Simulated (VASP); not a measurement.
# Al (Fm-3m) in VASP: notebook, part 2 of 2

VASP 6.6.1.

**5. Band structure, r2SCAN**

This run uses another cell than the first one, of 16.19 Å³/atom, 0.983 times its volume.

Contents of INCAR:

```
PREC = Accurate
ENCUT = 520
EDIFF = 1E-6
ISMEAR = 1
SIGMA = 0.1
LREAL = False
LASPH = True
NELM = 80
ALGO = Normal
ISIF = 2
LWAVE = False
LCHARG = False
METAGGA = R2SCAN
LMIXTAU = True
NBANDS = 8
```

Contents of KPOINTS:

```
regular mesh
0
Gamma
  16 16 16
```

Contents of POSCAR:

```
Al                                      
1.0
    0.0000000000      2.0078218401      2.0078218401
    2.0078218401      0.0000000000      2.0078218401
    2.0078218401      2.0078218401      0.0000000000
  Al            
     1
Direct
     0.0000000000000000    0.0000000000000000    0.0000000000000000
```

KPOINTS_OPT is that of step 4.

Potentials or basis: VASP PAW PBE potentials, release 64 (Al).

Run with:

```sh
cat potpaw_PBE.64/Al/POTCAR > POTCAR
mpirun -np 1 vasp_std > vasp.out
```

Wall time 47 s (1 thread of Intel Xeon 6975P-C (Granite Rapids), shared host); peak memory 0.15 GiB.

Results (log left out):

- Free energy: -6.7418 eV
- Pressure: -1.8 GPa
- Band gap along the path: none (metal or under the smearing width)

Levels at the corners of the path, in eV from the Fermi level:
```
point  band 1  band 2  band 3  band 4  band 5  band 6
    Γ  -12.00   13.41   13.41   13.41   15.46   15.46
    X   -3.23   -1.68    5.45    6.07    6.07   10.08
    X   -3.23   -1.68    5.45    6.07    6.07   10.08
    W   -0.99   -0.99   -0.02    1.61   16.94   16.94
    W   -0.99   -0.99   -0.02    1.61   16.94   16.94
    K   -2.11   -1.59   -0.25    7.11    8.87   16.97
    K   -2.11   -1.59   -0.25    7.11    8.87   16.97
    Γ  -12.00   13.41   13.41   13.41   15.46   15.46
    Γ  -12.00   13.41   13.41   13.41   15.46   15.46
    L   -5.10   -4.58   12.15   12.15   12.51   12.51
    L   -5.10   -4.58   12.15   12.15   12.51   12.51
    U   -2.11   -1.59   -0.25    7.11    8.87   16.97
    U   -2.11   -1.59   -0.25    7.11    8.87   16.97
    W   -0.99   -0.99   -0.02    1.61   16.94   16.94
    W   -0.99   -0.99   -0.02    1.61   16.94   16.94
    L   -5.10   -4.58   12.15   12.15   12.51   12.51
    L   -5.10   -4.58   12.15   12.15   12.51   12.51
    K   -2.11   -1.59   -0.25    7.11    8.87   16.97
    U   -2.11   -1.59   -0.25    7.11    8.87   16.97
    X   -3.23   -1.68    5.45    6.07    6.07   10.08
```

Caveat: the PAW data sets were made with another functional, which shifts forces and pressure a little.

**6. Density of states, PBE**

This run uses another cell than the first one, of 16.19 Å³/atom, 0.983 times its volume.

POSCAR is that of step 5.

Contents of INCAR.step1:

```
PREC = Accurate
ENCUT = 520
EDIFF = 1E-6
ISMEAR = 1
SIGMA = 0.1
LREAL = False
LASPH = True
NELM = 80
ALGO = Normal
ISIF = 2
LWAVE = False
LCHARG = True
GGA = PE
NBANDS = 8
```

Contents of KPOINTS.step1:

```
regular mesh
0
Gamma
  16 16 16
```

Contents of INCAR.step2:

```
PREC = Accurate
ENCUT = 520
EDIFF = 1E-6
ISMEAR = -5
SIGMA = 0.1
LREAL = False
LASPH = True
NELM = 80
ALGO = Normal
ISIF = 2
LWAVE = False
LCHARG = False
GGA = PE
LORBIT = 11
NBANDS = 8
NEDOS = 2001
ICHARG = 11
```

Contents of KPOINTS.step2:

```
regular mesh
0
Gamma
  24 24 24
```

Potentials or basis: VASP PAW PBE potentials, release 64 (Al).

Run with:

```sh
cat potpaw_PBE.64/Al/POTCAR > POTCAR
cp INCAR.step1 INCAR
cp KPOINTS.step1 KPOINTS
mpirun -np 1 vasp_std > vasp.out
cp INCAR.step2 INCAR
cp KPOINTS.step2 KPOINTS
mpirun -np 1 vasp_std > vasp.out
```

OUTCAR:

```text
PREC = Accurate
   ENCUT = 520
   EDIFF = 1E-6
   ISMEAR = -5
   LREAL = False
   LASPH = True
   NELM = 80
   ISIF = 2
   GGA = PE
   LORBIT = 11
   ICHARG = 11

 ion  position               nearest neighbor table
   1  0.000  0.000  0.000-

  LATTYP: Found a face centered cubic cell.
 ALAT       =     4.0156436802

  Lattice vectors:

 A1 = (   0.0000000000,   2.0078218401,   2.0078218401)
 A2 = (   2.0078218401,   0.0000000000,   2.0078218401)
 A3 = (   2.0078218401,   2.0078218401,   0.0000000000)

Analysis of symmetry for initial positions (statically):
=====================================================================
 Subroutine PRICEL returns:
 Original cell was already a primitive cell.

 Routine SETGRP: Setting up the symmetry group for a
 face centered cubic supercell.

 Subroutine GETGRP returns: Found 48 space group operations
 (whereof 48 operations were pure point group operations)
 out of a pool of 48 trial point group operations.

The static configuration has the point symmetry O_h .

Analysis of symmetry for dynamics (positions and initial velocities):
=====================================================================
 Subroutine PRICEL returns:
 Original cell was already a primitive cell.

 Routine SETGRP: Setting up the symmetry group for a
 face centered cubic supercell.

 Subroutine GETGRP returns: Found 48 space group operations
 (whereof 48 operations were pure point group operations)
 out of a pool of 48 trial point group operations.

The dynamic configuration has the point symmetry O_h .

 Subroutine INISYM returns: Found 48 space group operations
 (whereof 48 operations are pure point group operations),
 and found     1 'primitive' translations

----------------------------------------------------------------------------------------

                                     Primitive cell

  volume of cell :      16.1885

[... 109 lines left out ...]
  volume/ion in A,a.u.               =      16.19       109.25
  Fermi-wavevector in a.u.,A,eV,Ry     =   0.933355  1.763785 11.852730  0.871151
  Thomas-Fermi vector in A             =   2.060048
   LORBIT       =     11    0 simple, 1 ext, 2 COOP (PROOUT), +10 PAW based schemes
   GGA     = PE    functional components
   LHFCALC =     F    Hartree Fock is set to
   AEXX    =    0.0000 exact exchange contribution
   IVDW    =     0    specifies the selected vdW correction
   LEPSILON=     F    determine dielectric tensor
   LRPA    =     F    only Hartree local field effects (RPA)
 non-spin polarized calculation
 Fermi weights with tetrahedron method with Bloechl corrections
  energy-cutoff  :      520.00
  volume of cell :       16.19
 maximum number of plane-waves:       448
 NGX is ok and might be reduce to    24

 number of electron       3.0000000 magnetization

 Free energy of the ion-electron system (eV)
  ---------------------------------------------------
  ext. energy  EPLUGINS =         0.00000000
  ---------------------------------------------------
  free energy    TOTEN  =        -3.74372430 eV

  energy without entropy =       -3.74372430  energy(sigma->0) =       -3.74372430

 E-fermi :   8.2271     XC(G=0): -10.2658

 val. band max:        8.2658917283   @ k =  -0.2500   0.3333   0.0833
 cond. band min:       8.0902703436   @ k =  -0.2917   0.5000   0.2083
 fundamental gap:     -0.1756213847
 Fermi energy:         8.2271002344

 k-point     1 :       0.0000    0.0000    0.0000
  band No.  band energies     occupation
      1      -3.0665      2.00000
      2      20.9258      0.00000
      3      20.9258      0.00000
      4      20.9258      0.00000
      5      22.5632      0.00000
      6      22.5632      0.00000
      7      22.5632      0.00000
      8      24.8048      0.00000
[... 243 lines left out ...]
 k-point    24 :       0.4583    0.0417    0.0000
  band No.  band energies     occupation
      1       2.3103      2.00000
      2       5.2451      2.00000
      3      18.5744      0.00000
      4      19.0885      0.00000
      5      19.8100      0.00000
      6      21.2046      0.00000
      7      23.7011      0.00000
      8      24.5538      0.00000

 [... further k-points ...]
[... 5 lines left out ...]
  --------------------------------------------------------------------------------------
  -------------------------------------------------------------------------------------
  Total        0.1239067      0.1239067      0.1239067     -0.0000000      0.0000000     -0.0000000
  in kB       12.2630872     12.2630872     12.2630872     -0.0000000      0.0000000     -0.0000000
  external PRESSURE =      12.2630872 kB  Pullay stress =       0.0000000 kB

 VOLUME and BASIS-vectors are now :
 -----------------------------------------------------------------------------
  energy-cutoff  :      520.00
  volume of cell :       16.19
      direct lattice vectors                 reciprocal lattice vectors
     0.000000000  2.007821840  2.007821840    -0.249026079  0.249026079  0.249026079
     2.007821840  0.000000000  2.007821840     0.249026079 -0.249026079  0.249026079
     2.007821840  2.007821840  0.000000000     0.249026079  0.249026079 -0.249026079

 POSITION                                       TOTAL-FORCE (eV/Angst)
 -----------------------------------------------------------------------------------
      0.00000      0.00000      0.00000        -0.000000     -0.000000      0.000000
 -----------------------------------------------------------------------------------
    total drift:                                0.000000      0.000000     -0.000000

  FREE ENERGIE OF THE ION-ELECTRON SYSTEM (eV)
  ---------------------------------------------------
  free  energy   TOTEN  =        -3.7437243015 eV

  energy  without entropy=       -3.7437243015  energy(sigma->0) =       -3.74372430

 total charge

# of ion       s       p       d       tot
------------------------------------------
    1        0.426   0.347   0.000   0.773
```

OUTCAR.step1:

```text
PREC = Accurate
   ENCUT = 520
   EDIFF = 1E-6
   ISMEAR = 1
   LREAL = False
   LASPH = True
[... 482 lines left out ...]
 POSITION                                       TOTAL-FORCE (eV/Angst)
 -----------------------------------------------------------------------------------
      0.00000      0.00000      0.00000         0.000000      0.000000      0.000000
 -----------------------------------------------------------------------------------
    total drift:                               -0.000000      0.000000      0.000000

  FREE ENERGIE OF THE ION-ELECTRON SYSTEM (eV)
  ---------------------------------------------------
  free  energy   TOTEN  =        -3.7502618782 eV

  energy  without entropy=       -3.7506191798  energy(sigma->0) =       -3.75038098
```

Wall time 14 s (1 thread of Intel Xeon 6975P-C (Granite Rapids), shared host); peak memory 0.16 GiB.

Results:

* Valence electrons inside the program's atomic spheres: Al 0.77

States per cell in windows of 0.5 eV (zero at the Fermi level; states under -8 eV left out):
```
from (eV)  total  Al1_p  Al1_s  Al1_d
     -8.0   0.11   0.01   0.02   0.00
     -7.5   0.11   0.01   0.02   0.00
     -7.0   0.13   0.01   0.02   0.00
     -6.5   0.13   0.01   0.02   0.00
     -6.0   0.14   0.01   0.02   0.00
     -5.5   0.15   0.02   0.02   0.00
     -5.0   0.15   0.02   0.02   0.00
     -4.5   0.16   0.02   0.02   0.00
     -4.0   0.17   0.02   0.02   0.00
     -3.5   0.19   0.03   0.02   0.00
     -3.0   0.19   0.03   0.02   0.00
     -2.5   0.17   0.03   0.02   0.00
     -2.0   0.17   0.03   0.02   0.00
     -1.5   0.19   0.03   0.02   0.00
     -1.0   0.20   0.03   0.02   0.00
     -0.5   0.19   0.03   0.02   0.00
      0.0   0.19   0.03   0.02   0.00
      0.5   0.21   0.03   0.02   0.00
      1.0   0.21   0.03   0.02   0.00
      1.5   0.22   0.03   0.02   0.00
      2.0   0.23   0.03   0.02   0.00
      2.5   0.23   0.03   0.02   0.00
      3.0   0.22   0.03   0.02   0.00
      3.5   0.24   0.04   0.02   0.00
      4.0   0.25   0.04   0.02   0.00
      4.5   0.26   0.05   0.02   0.00
      5.0   0.28   0.05   0.02   0.00
      5.5   0.27   0.06   0.02   0.00
      6.0   0.28   0.06   0.02   0.00
      6.5   0.27   0.06   0.01   0.00
      7.0   0.27   0.06   0.01   0.00
      7.5   0.27   0.05   0.01   0.00
```

Caveat: tetrahedron occupations give inexact forces and stress in metals.

**7. The runs side by side**

```tsv
task	level	potentials or basis	cell	cutoff (eV)	ions in elastic constants	k mesh for the DOS	occupations for the DOS	pressure (GPa)
elastic constants	PBE	VASP PAW PBE potentials, release 64 (Al)	Fm-3m, 16.48 Å³/atom	600	relaxed	-	-	-
band structure	PBE	VASP PAW PBE potentials, release 64 (Al)	Fm-3m, 16.19 Å³/atom	520	-	-	-	1.5
band structure	LDA	VASP PAW LDA potentials, release 64 (Al)	Fm-3m, 16.19 Å³/atom	520	-	-	-	-1.9
band structure	r2SCAN	VASP PAW PBE potentials, release 64 (Al)	Fm-3m, 16.19 Å³/atom	520	-	-	-	-1.8
density of states	PBE	VASP PAW PBE potentials, release 64 (Al)	Fm-3m, 16.19 Å³/atom	520	-	24 × 24 × 24	tetrahedron	-
```

Alike in all rows: no spin polarisation; k mesh 16 × 16 × 16; smearing methfessel-paxton 0.1 eV.

Caveats: the PAW data sets were made with another functional, which shifts forces and pressure a little (some runs); tetrahedron occupations give inexact forces and stress in metals (some runs).

Total energies depend on the potentials used, so only differences within one code and one set of settings carry meaning.
